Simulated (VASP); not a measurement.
## GaSb: relaxation of cell and atoms with PBE

The system is GaSb.

```xyz
2
Lattice="0.0000 3.1084 3.1084 3.1084 0.0000 3.1084 3.1084 3.1084 0.0000" Properties=species:S:1:pos:R:3 pbc="T T T"
Ga    0.0000    0.0000    0.0000
Sb    1.5542    1.5542    1.5542
```

The cell was built by a generator and needn't be a form met in nature.

```json
{"Program": "VASP 6.6.1", "Task": "relaxation of cell and atoms", "Functional": "PBE", "Potentials or basis": "VASP PAW PBE potentials, release 64 (Ga_d, Sb)", "Cutoff": "600 eV", "k mesh": "10 × 10 × 10", "Occupations": "gaussian, width 0.03 eV", "Spin": "no spin polarisation", "Further INCAR settings": "ALGO = Normal; EDIFF = 1e-07; IBRION = 2; EDIFFG = -0.005; NSW = 90; ISIF = 3"}
```

The pressure after relaxing is 0.0 GPa and the band gap on the k mesh is none (metal or under the smearing width).

Final structure:
```cif
data_structure
_symmetry_space_group_name_H-M 'P 1'
_symmetry_Int_Tables_number 1
_cell_length_a 4.3960
_cell_length_b 4.3960
_cell_length_c 4.3960
_cell_angle_alpha 60.000
_cell_angle_beta 60.000
_cell_angle_gamma 60.000
_cell_volume 60.07
loop_
_atom_site_label
_atom_site_type_symbol
_atom_site_fract_x
_atom_site_fract_y
_atom_site_fract_z
_atom_site_occupancy
Ga1 Ga 0.00000 0.00000 0.00000 1
Sb1 Sb 0.25000 0.25000 0.25000 1
```

Levels at points of the mesh, in eV from the Fermi level:
```tsv
k point	band 6	band 7	band 8	band 9	band 10	band 11	band 12	band 13
(0.00, 0.00, 0.00)	-11.16	-0.31	-0.01	-0.01	-0.01	2.78	2.78	2.78
(0.50, 0.00, 0.00)	-9.66	-6.15	-1.09	-1.09	0.30	3.74	3.74	6.48
(0.50, 0.50, 0.00)	-8.90	-6.61	-2.42	-2.42	0.94	1.33	8.36	8.36
```

It took 18 s on 1 thread of Intel(R) Xeon(R) 6975P-C (Granite Rapids), with other jobs on the host, peak memory 0.23 GiB.

Caveat: the relaxation stopped at its first step, so nothing moved; this crystal is a semiconductor, whose small gap the functional closes, so the metal is an error of the method. The run has no spin-orbit coupling, so splittings on Sb are missing.
